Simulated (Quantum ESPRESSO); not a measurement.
Crystal: HfC.

```
CELL_PARAMETERS angstrom
0.00000 2.32500 2.32500
2.32500 0.00000 2.32500
2.32500 2.32500 0.00000
ATOMIC_POSITIONS crystal
Hf 0.50000 0.50000 0.50000
C 0.00000 0.00000 0.00000
```

- Program: Quantum ESPRESSO 7.5
- Task: phonon dispersion
- Functional: PBE
- Potentials or basis: GBRV 1.5 PBE
- Cutoff: 612 eV
- Density cutoff: 4898 eV
- k mesh: 10 × 10 × 10
- Occupations: cold, width 0.2 eV
- Spin: no spin polarisation
- Mixing beta: 0.5
- Most SCF iterations: 120
- SCF threshold: 4e-10 Ry
- q mesh: 2 × 2 × 2

The cell and the atoms were relaxed first, to 12.59 Å³/atom (a = 3.290 Å, b = 3.290 Å, c = 3.290 Å, α = 60.00°, β = 60.00°, γ = 60.00°), and the response was taken there.

Problem. What are the zero-point energy, and the vibrational entropy and heat capacity at 298.15 K?

Solution. Zero-point energy 64.9 meV/atom; entropy 2.44 k_B/atom (20.3 J/(K·mol of atoms)); Cv 2.30 k_B/atom, 77 % of the classical limit. These are harmonic values without the electrons' part.

Phonon frequencies at the corners of the path (cm⁻¹, interpolated; i marks imaginary ones):
```csv
point,frequencies
Γ,0 0 0 421 421 421
X,148 148 190 480 480 567
W,156 177 177 519 561 561
K,139 180 186 500 556 578
L,130 130 237 543 543 687
U,139 180 186 500 556 578
```

Harmonic thermodynamics per atom at this volume (zero-point energy 64.9 meV, Debye temperature from the second moment 745 K):
| T (K) | free energy (meV) | entropy (k_B) | heat capacity Cv (k_B) |
| --- | --- | --- | --- |
| 50 | 64.8 | 0.13 | 0.39 |
| 100 | 63.2 | 0.63 | 1.04 |
| 200 | 53.5 | 1.61 | 1.83 |
| 298.15 | 36.2 | 2.44 | 2.30 |
| 500 | -18.2 | 3.74 | 2.70 |
| 800 | -133.1 | 5.06 | 2.88 |

Phonon states per cell in windows of 50 cm⁻¹ (negative: imaginary):
| from (cm⁻¹) | total | Hf | C |
| --- | --- | --- | --- |
| 0 | 0.01 | 0.01 | 0.00 |
| 50 | 0.12 | 0.12 | 0.00 |
| 100 | 1.36 | 1.36 | 0.01 |
| 150 | 1.08 | 1.08 | 0.00 |
| 200 | 0.40 | 0.40 | 0.00 |
| 250 | 0.00 | 0.00 | 0.00 |
| 300 | 0.00 | 0.00 | 0.00 |
| 350 | 0.00 | 0.00 | 0.00 |
| 400 | 0.04 | 0.00 | 0.04 |
| 450 | 0.45 | 0.01 | 0.44 |
| 500 | 1.34 | 0.00 | 1.34 |
| 550 | 0.72 | 0.00 | 0.72 |
| 600 | 0.37 | 0.00 | 0.37 |
| 650 | 0.08 | 0.00 | 0.08 |

A q mesh this small can miss soft modes between its points.

Caveat: the q mesh is small, so phonon branches between its points and thermal values are rough.
